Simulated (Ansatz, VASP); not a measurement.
# Cross-check of Te2Mo between VASP and Ansatz, part 2 of 2

One calculation is typed for both programs; each brings its own data sets. How far apart do they land?  Valence electrons are named where the data sets of a main pair hold unlike numbers.

VASP 6.6.1 and Ansatz 0.2.0.

So far: The starting structure; VASP: single point, PBEsol; Ansatz: single point, PBEsol; Comparison; Other set-ups.

### 6. VASP: single point, LDA

Level of this step: LDA, no spin polarisation; plane waves and PAW (Te, Mo) (VASP).

With cell and atoms fixed, the geometry can't cause a difference; cores, projectors, grids and the points listed under the comparison can.

INCAR reads:

```
SYSTEM = Te2Mo
PREC = Normal
ENCUT = 350
EDIFF = 1E-06
NELM = 120
ISMEAR = 0
SIGMA = 0.05
LREAL = .FALSE.
ALGO = Normal
GGA = CA
NBANDS = 15
LASPH = .TRUE.
LORBIT = 11
LWAVE = .FALSE.
LCHARG = .FALSE.
KPAR = 4
IDIPOL = 3
LDIPOL = .TRUE.
DIPOL = 0.5 0.5 0.5
LVHAR = .TRUE.
LVACPOTAV = .TRUE.
```

POSCAR reads:

```
Te2Mo
1.0
    3.5603917380      0.0000000000      0.0000000000
   -1.7801958690      3.0833896920      0.0000000000
    0.0000000000      0.0000000000     18.5794796398
Te Mo
2 1
Direct
    0.3333333330      0.6666666670      0.5963288450
    0.3333333330      0.6666666670      0.4036711550
    0.6666666670      0.3333333330      0.5000483150
```

KPOINTS reads:

```
Automatic mesh
0
Gamma
9 9 1
0 0 0
```

The projector-augmented-wave data sets are Te and Mo (PBE family, release 64).

Launch:

```console
mpirun -np 4 vasp_std
```

Numbers of over 12 decimals in the logs are rounded to 6 here.

The program printed:

```text
[banner, memory and clock lines left out]
running    4 mpi-ranks, on    1 nodes
[...]
[... a notice as in an earlier step ...]

 LDA part: xc-table for (Slater(with rela. corr.)+CA(PZ))
 , standard interpolation
 POSCAR, INCAR and KPOINTS ok, starting setup
[...]
entering main loop
       N       E                     dE             d eps       ncg     rms          rms(c)
DAV:   1     0.917714570919E+02    0.91771E+02   -0.47679E+03   360   0.637E+02
DAV:   2    -0.126378548430E+02   -0.10441E+03   -0.98644E+02   512   0.142E+02
DAV:   3    -0.211468915621E+02   -0.85090E+01   -0.84123E+01   486   0.476E+01
DAV:   4    -0.213618000121E+02   -0.21491E+00   -0.21476E+00   495   0.924E+00
[...]
DAV:  21    -0.204960753097E+02   -0.93219E-05   -0.65201E-07   345   0.272E-03    0.656E-04
DAV:  22    -0.204960767003E+02   -0.13906E-05   -0.68622E-08   292   0.111E-03    0.521E-04
DAV:  23    -0.204960773326E+02   -0.63229E-06   -0.29974E-08   278   0.528E-04
 [... a notice as in an earlier step ...]

   1 F= -.20496077E+02 E0= -.20496077E+02  d E =-.175729E-11
```

OUTCAR, selected parts (step 6):

```text
  Total       -2.4192783     -2.4192783     -1.4005885      0.0000000      0.0000000      0.0000000
  in kB      -19.0036344    -19.0036344    -11.0017405      0.0000000      0.0000000      0.0000000
  external PRESSURE =     -16.3363364 kB  Pullay stress =       0.0000000 kB

 POSITION                                       TOTAL-FORCE (eV/Angst)
 -----------------------------------------------------------------------------------
     -0.00000      2.05559     11.07948        -0.000000      0.000000     -0.369991
     -0.00000      2.05559      7.50000        -0.000000     -0.000000      0.388761
      1.78020      1.02780      9.29064         0.000000      0.000000     -0.018769
 -----------------------------------------------------------------------------------
    total drift:                                0.000001     -0.000001      0.000016

  FREE ENERGIE OF THE ION-ELECTRON SYSTEM (eV)
  ---------------------------------------------------
  free  energy   TOTEN  =       -20.4960773326 eV

  energy  without entropy=      -20.4960773326  energy(sigma->0) =      -20.49607733

[... 2 parts as in an earlier step ...]

[... 1 further part left out ...]
[key lines of the parts left out:]
E-fermi :  -0.6890
```

The PAW data sets were made with PBE, though LDA sets exist; pressures can shift by 1 GPa and more with it.

### 7. Ansatz: single point, LDA

The same cell, functional (in two slightly different forms), mesh and smearing now go to Ansatz, which takes its cutoff from its data sets.

input.yaml reads:

```yaml
crystal:
  lattice:
    - [3.560391738, 0.0, 0.0]
    - [-1.780195869, 3.083389692, 0.0]
    - [0.0, 0.0, 18.5794796398]
  atoms:
    - { symbol: Te, position: [0.333333333, 0.666666667, 0.596328845] }
    - { symbol: Te, position: [0.333333333, 0.666666667, 0.403671155] }
    - { symbol: Mo, position: [0.666666667, 0.333333333, 0.500048315] }
hamiltonian:
  xc: lda
  pseudopotentials: { kind: paw }
kpoints:
  mp_grid: { grid: [9, 9, 1] }
scf:
  occupations: { method: gaussian, width: 0.05 }
  n_extra_bands: 4
efield:
  axis: 3
  dipole_correction: true
  ramp_width: 0.04
output:
  forces: true
  eigenvalues: true
```

Launch:

```console
ansatz run input.yaml --threads 2 --pin off --max-ram 4608MiB --backend cpu --events-out ev --progress --plain --runs-dir out
```

The program printed:

```text
[...]
Crystal: 3 atoms, lattice volume = 203.967 Å³
Basis set: ecut = 420 eV, 3945 PW (Γ)
Bands: 27, of which v1, the nominal top of the filled ones, is band 23 counted from 1 (22 counted from 0)
Symmetry: 6 space group operations
[...]
k-points: 12 of 81 (time reversal used)
[...]
k-point 0: bands = [... 19 lower, -0.4906, 0.2317, 0.2317, 0.7501, 4.1691, 4.1691, 4.4551, 4.4551]
  k-point 1: bands = [... 19 lower, -0.4233, 0.0176, 0.3934, 0.7202, 3.5837, 3.6278, 4.1177, 4.3142]
  k-point 2: bands = [... 19 lower, -0.4439, -0.0572, 0.1805, 0.4902, 2.7564, 3.2725, 3.4439, 4.5760]
  k-point 11: bands = [... 19 lower, -1.7569, -1.7179, -0.5218, 1.1241, 2.1669, 3.0802, 3.6496, 5.1603]
[key lines of the parts left out:]
SCF converged after 9 iterations
Free energy (F): -18497.905267 eV
Fermi energy:    1.645516 eV
Dipole field:    D = 0.000007 V/Å  (p = 0.000008 e·Å, saw-weighted, corrected)
Work function:   Φ+ = 4.6607 eV   Φ− = 4.6609 eV
```

Wall time 2.9 s (2 threads of Arm Neoverse V2, shared host); peak memory 0.39 GiB.

### 8. Differences

What differs besides the data sets and the points named for the pairs above, as far as they apply: the two LDA forms differ slightly; the data sets hold 46 valence electrons in Ansatz (on its default PAW (the set named soft_2) files) and 18 in VASP; VASP's log shows a relativistic correction to its local exchange, Ansatz's none. Total energies have different zeros and are not compared.

The two programs side by side:

| quantity | Ansatz | VASP | difference |
| --- | --- | --- | --- |
| gap on the k mesh (eV) | 1.043 | 1.041 | +0.001 |

Forces (eV/Å; atoms numbered as in POSCAR):

| atom | Ansatz x, y, z | VASP x, y, z |
| --- | --- | --- |
| Te1 | 0.000, 0.000, -0.411 | 0.000, 0.000, -0.370 |
| Te2 | 0.000, 0.000, 0.429 | 0.000, 0.000, 0.389 |
| Mo3 | 0.000, 0.000, -0.019 | 0.000, 0.000, -0.019 |

The forces differ by 19 meV/Å r.m.s., which is 10.7 % of the r.m.s. force of 0.179 eV/Å (both taken over all components). A gap on the mesh is an upper bound, since the band edges may lie between its points. With vacuum in the cell, a pressure given here is an average over mostly empty space and none of the material.

### 9. What the set-up changes

Further runs change the set-up of one program: Ansatz's method, potentials or start, or VASP's data sets, cutoff or form of LDA. The table gives Ansatz less VASP for each quantity, since a change that brings one quantity closer may part another.

| run | r.m.s. force difference (meV/Å) | gap on the k mesh (eV) |
| --- | --- | --- |
| as above | 19 | 0.0014 |
| cores kept as stored | 17 | 0.0019 |
| Ansatz's larger PAW set (cutoff 640 eV) | 17 | 0.0022 |
| norm-conserving potentials (cutoff 1120 eV) | 18 | 0.0013 |

### 10. VASP: single point, PBE

A single point gives forces, pressure and levels at one fixed geometry, so differences don't come from the geometry; what else differs is listed under the comparison.

INCAR, as its differences from that of step 6:

```diff
@@ -9,3 +9,3 @@
 ALGO = Normal
-GGA = CA
+GGA = PE
 NBANDS = 15
```

POSCAR is that of step 6.

KPOINTS is that of step 6.

Launch:

```console
mpirun -np 4 vasp_std
```

The program printed:

```text
[banner, memory and clock lines left out]
running    4 mpi-ranks, on    1 nodes
[...]
LDA part: xc-table for (Slater+PW92), standard interpolation
 POSCAR, INCAR and KPOINTS ok, starting setup
[...]
entering main loop
       N       E                     dE             d eps       ncg     rms          rms(c)
DAV:   1     0.935037651990E+02    0.93504E+02   -0.47527E+03   360   0.637E+02
DAV:   2    -0.103909954134E+02   -0.10389E+03   -0.97719E+02   527   0.140E+02
DAV:   3    -0.185336376378E+02   -0.81426E+01   -0.80459E+01   493   0.465E+01
DAV:   4    -0.187344916823E+02   -0.20085E+00   -0.20067E+00   488   0.896E+00
[...]
DAV:  21    -0.180298862289E+02   -0.77213E-05   -0.56010E-07   345   0.249E-03    0.611E-04
DAV:  22    -0.180298874621E+02   -0.12332E-05   -0.61552E-08   292   0.120E-03    0.405E-04
DAV:  23    -0.180298877925E+02   -0.33041E-06   -0.15136E-08   334   0.402E-04
 [... a notice as in an earlier step ...]

   1 F= -.18029888E+02 E0= -.18029888E+02  d E =-.221219E-12
```

OUTCAR, selected parts (step 10):

```text
  Total       -0.0485872     -0.0485872      0.5219747     -0.0000000      0.0000000     -0.0000000
  in kB       -0.3816567     -0.3816567      4.1001554     -0.0000000      0.0000000     -0.0000000
  external PRESSURE =       1.1122806 kB  Pullay stress =       0.0000000 kB

 POSITION                                       TOTAL-FORCE (eV/Angst)
 -----------------------------------------------------------------------------------
     -0.00000      2.05559     11.07948        -0.000000      0.000000      0.171286
     -0.00000      2.05559      7.50000         0.000000      0.000000     -0.151980
      1.78020      1.02780      9.29064         0.000000     -0.000000     -0.019306
 -----------------------------------------------------------------------------------
    total drift:                                0.000000     -0.000000      0.000017

  FREE ENERGIE OF THE ION-ELECTRON SYSTEM (eV)
  ---------------------------------------------------
  free  energy   TOTEN  =       -18.0298877925 eV

  energy  without entropy=      -18.0298877925  energy(sigma->0) =      -18.02988779

[... 2 parts as in an earlier step ...]

[... 1 further part left out ...]
[key lines of the parts left out:]
E-fermi :  -0.3974
```

### 11. Ansatz: single point, PBE

The same cell, functional, mesh and smearing now go to Ansatz, which takes its cutoff from its data sets.

input.yaml, as its differences from that of step 7:

```diff
@@ -10,3 +10,3 @@
 hamiltonian:
-  xc: lda
+  xc: pbe
   pseudopotentials: { kind: paw }
```

Launch:

```console
ansatz run input.yaml --threads 2 --pin off --max-ram 4608MiB --backend cpu --events-out ev --progress --plain --runs-dir out
```

The program printed:

```text
[...]
Crystal: 3 atoms, lattice volume = 203.967 Å³
Basis set: ecut = 420 eV, 3945 PW (Γ), exchange–correlation on 48×48×250 points (8 copies of the dense FFT grid, shifted against one another)
Bands: 27, of which v1, the nominal top of the filled ones, is band 23 counted from 1 (22 counted from 0)
Symmetry: 6 space group operations
[...]
k-point 0: bands = [... 19 lower, -0.2139, 0.5086, 0.5086, 1.0240, 4.4669, 4.4669, 4.7582, 4.7582]
  k-point 1: bands = [... 19 lower, -0.1445, 0.2943, 0.6636, 0.9934, 3.8878, 3.9379, 4.4157, 4.6110]
  k-point 2: bands = [... 19 lower, -0.1676, 0.2211, 0.4433, 0.7638, 3.0606, 3.5810, 3.7351, 4.8697]
  k-point 11: bands = [... 19 lower, -1.5086, -1.4560, -0.2611, 1.4133, 2.4622, 3.3679, 3.9348, 5.4642]
[key lines of the parts left out:]
SCF converged after 8 iterations
Free energy (F): -18916.725740 eV
Fermi energy:    1.937739 eV
Dipole field:    D = -0.000233 V/Å  (p = -0.000262 e·Å, saw-weighted, corrected)
Work function:   Φ+ = 4.3866 eV   Φ− = 4.3824 eV
```

The job ended after 3.1 s (2 threads; peak memory 0.41 GiB; 5.9 s of CPU time).

### 12. Side by side

What differs besides the data sets and the points named for the pairs above, as far as they apply: the data sets hold 46 valence electrons in Ansatz (on its default PAW (the set named soft_2) files) and 18 in VASP. Total energies have different zeros and are not compared.

Compared:

| quantity | Ansatz | VASP | difference |
| --- | --- | --- | --- |
| gap on the k mesh (eV) | 1.049 | 1.042 | +0.006 |

Forces (eV/Å; atoms numbered as in POSCAR):

| atom | Ansatz x, y, z | VASP x, y, z |
| --- | --- | --- |
| Te1 | 0.000, 0.000, 0.230 | 0.000, 0.000, 0.171 |
| Te2 | 0.000, 0.000, -0.210 | 0.000, 0.000, -0.152 |
| Mo3 | 0.000, 0.000, -0.019 | 0.000, 0.000, -0.019 |

The forces differ by 28 meV/Å r.m.s., which is 35.9 % of the r.m.s. force of 0.077 eV/Å (both taken over all components). A gap on the mesh is an upper bound, since the band edges may lie between its points. With vacuum in the cell, a pressure given here is an average over mostly empty space and none of the material.

### 13. What the set-up changes

Further runs change the set-up of one program: Ansatz's method, potentials or start, or VASP's data sets, cutoff or form of LDA. The table gives Ansatz less VASP for each quantity, since a change that brings one quantity closer may part another.

| run | r.m.s. force difference (meV/Å) | gap on the k mesh (eV) |
| --- | --- | --- |
| as above | 28 | 0.0064 |
| Ansatz's larger PAW set (cutoff 640 eV) | 28 | 0.0070 |
| norm-conserving potentials (cutoff 1120 eV) | 29 | 0.0062 |

### 14. Results

```json
{"r.m.s. force difference (single point, PBEsol)": "18 meV/Å", "r.m.s. force difference (single point, LDA)": "19 meV/Å", "r.m.s. force difference (single point, PBE)": "28 meV/Å"}
```

In words: The r.m.s. force difference is 28 meV/Å (single point, PBE), beyond the 12 meV/Å picked in this series as the mark of a large difference. The data sets hold unlike numbers of valence electrons (46 in Ansatz and 18 in VASP), so part of the differences comes from the potentials. For single point, PBEsol, no further run moves any of the tabulated differences by more than a quarter of its size. Single point, LDA, cores kept as stored: the difference in gap on the k mesh goes from 0.0014 to 0.0019 eV. Single point, LDA, Ansatz's larger PAW set (cutoff 640 eV): the difference in gap on the k mesh goes from 0.0014 to 0.0022 eV. For single point, PBE, no further run moves any of the tabulated differences by more than a quarter of its size. 12 further runs of this series are not shown here. How closely two codes agree says nothing of how well the functional describes the real material.

[Lines on the potential files, build, host, timing and source positions are cut from VASP's logs without a mark.]

[Logs are printed without paths, hosts, clocks, repeated set-up lines and the standing remarks that a program may print on its own settings, such as how far it seeks lower states.]

[Hosts, paths, dates, database ids (printed as entryN), source tags and the programs' standing remarks are cut or masked in the printed files.]
